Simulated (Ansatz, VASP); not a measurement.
# One calculation of Ru, two programs

```
Ru
1.0
    -1.58621    1.58621    1.58621
     1.58621   -1.58621    1.58621
     1.58621    1.58621   -1.58621
Ru
1
Direct
  0.00000 0.00000 0.00000
```

Alike in both runs: task single point; functional PBE; k mesh 16 × 16 × 16; occupations fermi-dirac, width 0.1 eV; no spin polarisation.

```csv
,VASP,Ansatz
version,VASP 6.6.1,Ansatz 0.2.0
potentials or method,"VASP PAW PBE potentials, release 64 (Ru_pv)","plane waves (420 eV) with PAW, scalar-relativistic"
plane-wave cutoff (eV),520,420
valence electrons in the cell,14,16
```

VASP gave:

- pressure (GPa): -23.8

Problem. What did Ansatz give for the same quantities?

Solution. Pressure (GPa): -23.7.

With one functional, cell and mesh, what is left measures potentials, basis and numerics. The two sets of potentials don't hold the same shells in valence.

Caveats: so large a pressure means that the cell lies far from this level's equilibrium, or that cutoff or potentials fall short (VASP).
